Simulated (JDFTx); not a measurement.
Wanted: the native input for a JDFTx 1.7.0 (patched build) run.

- Task: single point
- Functional: PBE
- Potentials or basis: PseudoDojo-SR-PBE-0.5-standard
- Cutoff: 1143 eV
- Density cutoff: 9143 eV
- k mesh: 7 × 7 × 7
- Occupations: fermi-dirac, width 0.05 eV
- Spin: no spin polarisation
- Bands: 32
- Density cutoff over wavefunction cutoff: 8
- Max SCF steps: 100
- SCF threshold on the energy: 1e-09 Ha
- Solver of the electrons: scf
- Further solve for the empty bands: yes

Al2O3 (Corundum):

```
CELL_PARAMETERS angstrom
2.38025 1.37424 4.33187
-2.38025 1.37424 4.33187
0.00000 -2.74848 4.33187
ATOMIC_POSITIONS crystal
Al 0.85216 0.85216 0.85216
Al 0.64784 0.64784 0.64784
Al 0.14784 0.14784 0.14784
Al 0.35216 0.35216 0.35216
O 0.05668 0.75000 0.44332
O 0.75000 0.44332 0.05668
O 0.44332 0.05668 0.75000
O 0.94332 0.25000 0.55668
O 0.25000 0.55668 0.94332
O 0.55668 0.94332 0.25000
```

One way to write it, as run:

Al2O3.in

```
lattice \
    4.4980206081    -4.4980206081     0.0000000000 \
    2.5969334089     2.5969334089    -5.1938668179 \
    8.1860416085     8.1860416085     8.1860416085
coords-type Lattice
ion Al     0.8521600000     0.8521600000     0.8521600000 1
ion Al     0.6478400000     0.6478400000     0.6478400000 1
ion Al     0.1478400000     0.1478400000     0.1478400000 1
ion Al     0.3521600000     0.3521600000     0.3521600000 1
ion O      0.0566800000     0.7500000000     0.4433200000 1
ion O      0.7500000000     0.4433200000     0.0566800000 1
ion O      0.4433200000     0.0566800000     0.7500000000 1
ion O      0.9433200000     0.2500000000     0.5566800000 1
ion O      0.2500000000     0.5566800000     0.9433200000 1
ion O      0.5566800000     0.9433200000     0.2500000000 1

ion-species pseudo/Al.upf
ion-species pseudo/O.upf
elec-cutoff 42 336
elec-ex-corr gga-PBE
kpoint-folding 7 7 7
elec-smearing Fermi 0.0018374661
elec-n-bands 32
electronic-SCF nIterations 100 energyDiffThreshold 1e-09
electronic-minimize nIterations 30 energyDiffThreshold 1e-7
converge-empty-states yes
forces-output-coords Cartesian

dump-name run.$VAR
dump End Ecomponents EigStats BandEigs Kpoints Forces Stress ElecDensity Dtot KEdensity
```

Potentials or basis: PseudoDojo-SR-PBE-0.5-standard.

Launch:

```bash
$ jdftx -c 1 -i Al2O3.in -o Al2O3.out
```

Results of the run:

```yaml
Pressure: 6.0 GPa
Largest_force: 0.051 eV/Å
Band_gap_on_the_k_mesh: 6.27 eV, direct
Loewdin_charges: Al +1.27; O -0.79 e
```

Caveat: the empty levels aren't tightly converged; an odd mesh through Γ misses points on the zone boundary, where band edges often lie.

It took 16 min on 1 thread of Arm Neoverse V1 (shared host), peak memory 1 GiB.
